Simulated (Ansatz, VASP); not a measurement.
Two plane-wave programs on Re

```xyz
2
Lattice="2.8149 0.0000 0.0000 -1.4075 2.4378 0.0000 0.0000 0.0000 4.5456" Properties=species:S:1:pos:R:3 pbc="T T T"
Re    1.4075    0.8126    3.4092
Re    0.0000    1.6252    1.1364
```

Alike in both runs: task single point; functional PBEsol; k mesh 11 × 11 × 6; occupations fermi-dirac, width 0.05 eV; no spin polarisation.

|  | VASP | Ansatz |
| --- | --- | --- |
| version | VASP 6.6.1 | Ansatz 0.2.0 |
| potentials or method | VASP PAW PBE potentials, release 64 (Re) | Ansatz PAW |
| plane-wave cutoff (eV) | 520 | 420 |
| valence electrons in the cell | 14 | 30 |

```tsv
	VASP	Ansatz	Ansatz less VASP
gap on the k mesh at the Fermi level (eV)	none	none	-
pressure (GPa)	-23.6	-23.2	+0.45
largest component of the traceless stress (GPa)	0.04	0.08	+0.033
```

A gap of «none» marks a metal or a gap that the smearing closes. The two sets of potentials don't hold the same shells in valence.

Caveats: so large a pressure means that the cell lies far from this level's equilibrium, or that cutoff or potentials fall short (VASP); the potentials were made for another functional, which shifts forces and pressure (VASP); the PAW data sets come from PBE, with cores solved anew for the run's functional, which leaves a small shift of forces and pressure (Ansatz). The runs have no spin-orbit coupling, so splittings on Re are missing.
